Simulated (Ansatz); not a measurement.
Crystal: NiGe.

```
Ge Ni
1.0
     5.38100    0.00000    0.00000
     0.00000    3.42800    0.00000
     0.00000    0.00000    5.81100
Ge Ni
4 4
Direct
  0.31200 0.75000 0.91700
  0.68800 0.25000 0.08300
  0.18800 0.25000 0.41700
  0.81200 0.75000 0.58300
  0.49500 0.75000 0.31000
  0.50500 0.25000 0.69000
  0.00500 0.25000 0.81000
  0.99500 0.75000 0.19000
```

| Quantity | Value |
| --- | --- |
| Program | Ansatz 0.2.0 |
| Task | relaxation of cell and atoms |
| Functional | PBE |
| Potentials or basis | Ansatz PAW |
| Cutoff | 420 eV (not typed: the program's choice for these potentials) |
| k mesh | 5 × 8 × 5 |
| Occupations | fermi-dirac, width 0.05 eV |
| Spin | collinear spin, ferromagnetic start |
| Starting moments | [0.0, 0.0, 0.0, 0.0, 1.0, 1.0, 1.0, 1.0] μB |

At the start: volume 13.40 Å³/atom.

Task: Where does the relaxation end?

Result: It ends after 6 steps and the volume is 13.73 Å³/atom (+2.5 %); space group Pnma (No. 62, to 0.05 Å); moment 0.00 μB per cell.

Step by step:
```csv
step,energy change (eV),largest force (eV/Å),volume (Å³)
1,0.0000,0.1595,107.19
2,-0.0382,0.0966,109.06
3,-0.0517,0.0331,110.04
4,-0.0526,0.0083,109.91
5,-0.0527,0.0013,109.82
6,-0.0537,0.0013,109.82
```

Final structure:
```
CELL_PARAMETERS angstrom
5.32464 0.00000 0.00000
0.00000 3.53228 0.00000
0.00000 0.00000 5.83911
ATOMIC_POSITIONS crystal
Ge 0.30969 0.75000 0.91004
Ge 0.69031 0.25000 0.08996
Ge 0.19031 0.25000 0.41004
Ge 0.80969 0.75000 0.58996
Ni 0.49403 0.75000 0.30830
Ni 0.50597 0.25000 0.69170
Ni 0.00597 0.25000 0.80830
Ni 0.99403 0.75000 0.19170
```

Caveat: the plane-wave basis is chosen anew once the cell has moved, so the energies of steps on either side of that aren't comparable; the starting moments weren't kept.
